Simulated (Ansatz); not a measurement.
**Understanding MoTe₂ from first principles**

Method: PBE, scalar-relativistic; collinear spin; PAW, 420 eV, Γ-centred 10×10×2 mesh, 0.05 eV Gaussian smearing; code Ansatz; PAW files: Ansatz's generated set soft_2.

The chain of runs began from a cell as deposited in COD, expanded in volume. The relaxation kept the space group but changed the cell's proportions, one axis by 6 % at equal volume, so the results may not describe the measured structure. The database's entry of this formula in the relaxed cell's space group, P6_3/mmc, has axes of 3.518 × 3.518 × 13.974 Å and 24.96 Å³/atom (1963), the relaxed one 3.557 × 3.557 × 15.340 Å and 28.01.

The relaxed structure (symmetry read at 0.01 Å). It takes space group P6_3/mmc (No. 194, hexagonal). The conventional cell has a = 3.557 Å, b = 3.557 Å, c = 15.340 Å, α = 90.00°, β = 90.00°, γ = 120.00°. Around Te (site symmetry 3m) lie 3 Mo at 2.74 Å. Mo (site symmetry -6m2) has 6 Te at 2.74 Å as nearest neighbours. (Shells end 15 % past the nearest neighbour.)

Results at this level of theory:

* Volume: 28.01 Å³/atom
* Band gap: 0.97 eV (band path included; the mesh alone gives 1.05 eV)
* Smallest direct gap: 1.03 eV
* Magnetic state: non-magnetic
* Site spin moments: none
* Bader charges: Te -0.31; Mo 0.61 e
* Formation energy from the elements (0 K, uncorrected): -0.27 eV/atom
* Shear modulus (Hill): 14.2 GPa
* Young's modulus: 34 GPa
* Poisson's ratio: 0.18
* Elastically stable: yes

It is indirect: 0.97 eV, against 1.03 eV for the smallest direct gap. Within 0.6 eV of the edges the projected states are 60 % Mo 4d at the top of the valence band and 72 % Mo 4d at the bottom of the conduction band. The 4d shell leads at both edges but is strongly mixed, between the Mott–Hubbard and the charge-transfer pattern.

What fixes the bond lengths?

Shannon's ionic radii give a check on the bond lengths: Mo⁴⁺ with 6 neighbours 0.65 Å + Te²⁻ 2.21 Å (six-fold value) = 2.86 Å against a computed mean of 2.74 Å. The largest miss is -4 %; bonds shorter than the sum are usual where the bond is partly covalent, as with large, soft anions.

Kohn–Sham gaps of semilocal functionals lie under measured ones, often by a third or more. Scalar-relativistic only: spin–orbit splittings of the heavy atoms' levels are missing. The structure is built of weakly bound layers, and this functional has no dispersion term, so their spacing and all that hangs on it (volume, the soft elastic constants, low modes, dielectric constants) are poorly given.
